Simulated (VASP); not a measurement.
## Ge2Sb2Te5: atomic charges with PBE

Crystal: Ge2Sb2Te5.

```xyz
9
Lattice="6.8391 -3.0660 0.0000 6.8391 3.0660 0.0000 -6.8310 0.0000 6.8476" Properties=species:S:1:pos:R:3 pbc="T T T"
Te    5.4948    0.0000    2.6461
Te    9.5385    0.0000    1.3429
Te    0.0699    0.0000    0.0441
Te   -2.7069    0.0000    5.5452
Te    1.3918    0.0000    4.0888
Sb    8.3181    0.0000    4.0255
Sb   -1.3207    0.0000    2.8579
Ge    2.6055    0.0000    1.2862
Ge    6.7274    0.0000    0.0756
```

The cell comes from a database or a generator and needn't be the stable form of this composition.

```yaml
Program: VASP 6.6.1
Task: atomic charges
Functional: PBE
Potentials_or_basis: VASP PAW PBE potentials, release 64 (Te, Sb, Ge_d)
Cutoff: 520 eV
k_mesh: 4 × 4 × 3
Occupations: gaussian, width 0.02 eV
Spin: no spin polarisation
Further_INCAR_settings: ALGO = Fast; EDIFF = 1e-06
```

* Pressure: -0.2 GPa
* Largest force: 0.151 eV/Å
* Band gap on the k mesh: 0.06 eV, direct
* Valence electrons inside the program's atomic spheres: Te 3.35, 3.33, 3.34; Sb 2.30; Ge 12.09, 12.08

Forces on the atoms (eV/Å):
```
Te   0.043  0.000  0.032
Te   0.076  0.000 -0.037
Te  -0.017  0.000 -0.022
Te   0.036  0.000 -0.018
Te   0.048  0.000 -0.031
Sb   0.004  0.000 -0.053
Sb   0.004  0.000  0.061
Ge  -0.150  0.000  0.018
Ge  -0.043  0.000  0.050
```

Stress tensor (GPa, compression positive):
```
-0.20  0.00 -0.12
 0.00 -0.18  0.00
-0.12  0.00 -0.07
```

Levels at points of the mesh, in eV from the valence-band top:
| k point | band 30 | band 31 | band 32 | band 33 | band 34 | band 35 | band 36 | band 37 | band 38 | band 39 |
| --- | --- | --- | --- | --- | --- | --- | --- | --- | --- | --- |
| (0.00, 0.00, 0.00) | -1.42 | -0.80 | -0.50 | -0.42 | -0.41 | 1.05 | 1.34 | 2.43 | 2.47 | 3.45 |
| (0.50, 0.00, 0.00) | -0.97 | -0.77 | -0.69 | -0.54 | 0.00 | 0.06 | 0.58 | 0.69 | 1.16 | 1.34 |
| (0.50, 0.50, 0.00) | -2.31 | -2.25 | -0.83 | -0.80 | -0.79 | 2.14 | 2.64 | 2.81 | 3.07 | 3.28 |

It took 3.6 min on 1 thread of Intel(R) Xeon(R) Platinum 8559C (Emerald Rapids) (shared host), peak memory 0.6 GiB.

Caveat: spin-orbit coupling is left out, which moves the levels of the heavy elements; an odd mesh through Γ misses points on the zone boundary, where band edges often lie.
